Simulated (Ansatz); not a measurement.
**BaF2: from supercell energies to defect levels (H interstitial)**

Level of theory: Ansatz, DFT PBE, scalar-relativistic, plane waves, PAW. (420 eV cutoff, 2×2×2 k-mesh, shifted by half a step, Gaussian smearing of 0.01 eV, collinear spin in charge 0 alone)

Host crystal, relaxed:

```
CELL_PARAMETERS angstrom
0.00000 3.12239 3.12239
3.12239 0.00000 3.12239
3.12239 3.12239 0.00000
ATOMIC_POSITIONS crystal
Ba 0.00000 0.00000 0.00000
F 0.25000 0.25000 0.25000
F 0.75000 0.75000 0.75000
```

The H interstitial was set at (0.500, 0.500, 0.500) of the host cell, in a supercell of 48 sites (974 Å³), relaxed at fixed cell in each charge q. The host's Kohn–Sham gap is 6.73 eV and its static dielectric constant 9.1 (mean). For each charge: the supercell's free energy over the neutral one with q electrons exchanged at the valence band top, F(q) − F(0) + qE_v; the image-charge term; and the term that aligns the potential far from the defect with the host's.

Spin-orbit coupling is left out, which matters for the bands and energies of heavy elements.

```
 q F(q) − F(0) + qE_v (eV) image charge (eV) alignment (eV)
+1                   -0.562              0.231          -0.060
 0                    0.000              0.000           0.000
-1                    3.403              0.231          -0.079
```

Question: Add the terms and find the levels between neighbouring charges, ε(q/q′) = [A(q′) − A(q)]/(q − q′), with and without the two corrections.

Answer: A(q): -0.391 eV for +1, 0.000 eV for 0, 3.554 eV for -1.
| level | corrected (eV over E_v) | uncorrected (eV) |
| --- | --- | --- |
| (+1/0) | 0.39 | 0.56 |
| (0/-1) | 3.55 | 3.40 |

As a check, a point charge in a simple cubic cell of this volume has q²αe²/(2εL) = 0.227 q² eV (e² = 14.40 eV Å, α = 2.837, L = 9.91 Å); the shape of the real cell can change it somewhat. The term grows as q², so it pushes donor levels down and acceptor levels up. The program doubts the alignment for q = +1, -1, so levels beside it are uncertain by about that term.

Question: Which of these charges is lowest with the Fermi level at the valence band top, at mid-gap and at the conduction band bottom?

Answer: The line A(q) + qE_F that lies lowest gives the charge: +1 at E_F = 0.00 eV, 0 at E_F = 3.37 eV, -1 at E_F = 6.73 eV. Charges beyond those computed could lie lower near the band edges.

Question: The neutral defect forms at 2.38 eV with atoms taken from and returned to the elements. What are the formation energies at those three Fermi levels, and what share of sites would hold the defect at 1200 K with E_F at mid-gap, if the host still stood at that temperature?

Answer: E_f = E_f(0) + A(q) + qE_F = 1.99, 2.38, -0.80 eV. In the dilute limit the share is exp(−E_f/k_BT) = exp(−2.377/0.1034) = 1.0×10⁻¹⁰, leaving out degeneracy and vibrational entropy. A negative value marks a Fermi level that can't be reached at these chemical potentials: the defect would form first and pull it back. This is the H-rich limit; a poorer supply of H, or a competing compound of it, raises E_f. The small cell and the narrow Kohn–Sham gap leave errors of tenths of an eV or more, which change the share by orders of magnitude.